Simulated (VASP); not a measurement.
## Se: band structure with PBE

Se:

```
Se
1.0
     4.36620    0.00000    0.00000
    -2.18310    3.78124    0.00000
     0.00000    0.00000    4.95360
Se
3
Direct
  0.77460 0.77460 0.00000
  0.00000 0.22540 0.66667
  0.22540 0.00000 0.33333
```

```json
{
  "Program": "VASP 6.6.1",
  "Task": "band structure",
  "Functional": "PBE",
  "Potentials or basis": "VASP PAW PBE potentials, release 64 (Se)",
  "Cutoff": "520 eV",
  "k mesh": "8 × 8 × 6",
  "Occupations": "gaussian, width 0.02 eV",
  "Spin": "no spin polarisation",
  "Ladder": "gaps",
  "Further INCAR settings": "ALGO = Normal; EDIFF = 1e-06"
}
```

```
Pressure                : 2.9 GPa
Largest force           : 0.434 eV/Å
Band gap on the k mesh  : 1.16 eV, indirect (least direct gap 1.24 eV)
Band gap along the path : 1.01 eV, indirect (least direct gap 1.20 eV)
```

Forces in eV/Å, atoms in the order of the input:
```
Se  -0.217 -0.376  0.000
Se  -0.217  0.376  0.000
Se   0.434  0.000  0.000
```

Stress tensor (GPa, compression positive):
```
2.30 0.00 0.00
0.00 2.30 0.00
0.00 0.00 4.13
```

Levels at the corners of the path, in eV from the valence-band top:
| point | band 6 | band 7 | band 8 | band 9 | band 10 | band 11 | band 12 | band 13 |
| --- | --- | --- | --- | --- | --- | --- | --- | --- |
| Γ | -3.77 | -2.07 | -2.07 | -0.43 | 1.87 | 1.87 | 2.16 | 6.16 |
| M | -3.46 | -2.91 | -1.80 | -1.02 | 1.92 | 2.32 | 4.10 | 5.26 |
| M | -3.46 | -2.91 | -1.80 | -1.02 | 1.92 | 2.32 | 4.10 | 5.26 |
| K | -2.84 | -2.84 | -2.71 | -1.65 | 3.05 | 3.05 | 3.72 | 5.87 |
| K | -2.84 | -2.84 | -2.71 | -1.65 | 3.05 | 3.05 | 3.72 | 5.87 |
| Γ | -3.77 | -2.07 | -2.07 | -0.43 | 1.87 | 1.87 | 2.16 | 6.16 |
| Γ | -3.77 | -2.07 | -2.07 | -0.43 | 1.87 | 1.87 | 2.16 | 6.16 |
| A | -3.40 | -1.57 | -1.57 | -1.14 | 1.20 | 1.20 | 1.26 | 6.25 |
| A | -3.40 | -1.57 | -1.57 | -1.14 | 1.20 | 1.20 | 1.26 | 6.25 |
| L | -4.26 | -1.94 | -1.39 | 0.00 | 1.63 | 2.70 | 2.95 | 6.25 |
| L | -4.26 | -1.94 | -1.39 | 0.00 | 1.63 | 2.70 | 2.95 | 6.25 |
| H | -4.97 | -1.01 | -0.23 | -0.23 | 1.01 | 2.71 | 2.71 | 6.63 |
| H | -4.97 | -1.01 | -0.23 | -0.23 | 1.01 | 2.71 | 2.71 | 6.63 |
| A | -3.40 | -1.57 | -1.57 | -1.14 | 1.20 | 1.20 | 1.26 | 6.25 |
| L | -4.26 | -1.94 | -1.39 | 0.00 | 1.63 | 2.70 | 2.95 | 6.25 |
| M | -3.46 | -2.91 | -1.80 | -1.02 | 1.92 | 2.32 | 4.10 | 5.26 |
| K | -2.84 | -2.84 | -2.71 | -1.65 | 3.05 | 3.05 | 3.72 | 5.87 |
| H | -4.97 | -1.01 | -0.23 | -0.23 | 1.01 | 2.71 | 2.71 | 6.63 |

It took 52 s on 1 thread of Intel(R) Xeon(R) 6975P-C (Granite Rapids) (shared host), peak memory 0.23 GiB.

Caveat: the mesh misses the band edges, which the band path finds closer together. As with any semilocal functional, this PBE gap is likely too small.
